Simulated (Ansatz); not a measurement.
Te2Mo:

```
CELL_PARAMETERS angstrom
6.33000 0.00000 0.00000
0.00000 3.46900 0.00000
-0.94679 0.00000 13.82762
ATOMIC_POSITIONS crystal
Te 0.94370 0.75000 0.60450
Te 0.05630 0.25000 0.39550
Te 0.90300 0.25000 0.85140
Te 0.09700 0.75000 0.14860
Te 0.41120 0.75000 0.89550
Te 0.58880 0.25000 0.10450
Te 0.44320 0.25000 0.64840
Te 0.55680 0.75000 0.35160
Mo 0.81670 0.75000 0.99260
Mo 0.18330 0.25000 0.00740
Mo 0.68190 0.25000 0.49340
Mo 0.31810 0.75000 0.50660
```

Base run:

```yaml
Program: Ansatz 0.2.0
Functional: revPBE
Potentials_or_basis: Ansatz PAW
Cutoff: "420 eV (not typed: the program's choice for these potentials)"
k_mesh: 3 × 6 × 2
Occupations: fermi-dirac, width 0.05 eV
Spin: no spin polarisation
```

Its results: band gap on the k mesh none (metal or under the smearing width); pressure 3.9 GPa; largest force 0.230 eV/Å.

Problem. After a change of settings the same cell gave: band gap on the k mesh none (metal or under the smearing width); pressure 4.5 GPa; largest force 0.257 eV/Å. Which change was it?
A. functional from revPBE to BLYP
B. functional from revPBE to RPBE
C. functional from revPBE to LDA
D. functional from revPBE to PBEsol

Solution. B.

Caveats: spin-orbit coupling is left out, which moves the levels of the heavy elements; the PAW data sets come from PBE, with cores solved anew for the run's functional, which leaves a small shift of forces and pressure.

Runs at the PBE level aren't shown here.
